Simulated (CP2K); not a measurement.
SnTe:

```
CELL_PARAMETERS angstrom
4.45597 0.00000 0.00000
2.22799 3.85899 0.00000
2.22799 1.28633 3.63829
ATOMIC_POSITIONS crystal
Te 0.50000 0.50000 0.50000
Sn 0.00000 0.00000 0.00000
```

Base run:

| Quantity | Value |
| --- | --- |
| Program | CP2K 2026.2 |
| Functional | PBE |
| Potentials or basis | POTENTIAL_UZH Te GTH-PBE-q6, Sn GTH-PBE-q4; TZV2P-MOLOPT-PBE-GTH basis |
| Density cutoff | 6123 eV |
| k mesh | 7 × 7 × 7 |
| Occupations | fermi-dirac, width 0.05 eV |
| Spin | no spin polarisation |

Its results: pressure 2.7 GPa.

Problem. The run is repeated on the same cell with these changes: potentials or basis from POTENTIAL_UZH Te GTH-PBE-q6, Sn GTH-PBE-q4; TZV2P-MOLOPT-PBE-GTH basis to POTENTIAL_UZH Te GTH-PBE-q6, Sn GTH-PBE-q4; ccGRB-D basis; basis sets from Te TZV2P-MOLOPT-PBE-GTH-q6, Sn TZV2P-MOLOPT-PBE-GTH-q4 to Te ccGRB-D-q6, Sn ccGRB-D-q4. What comes out?

Solution. Pressure 4.4 GPa.

Caveats: the basis of atomic orbitals isn't converged, which shifts pressures, moduli and gaps.
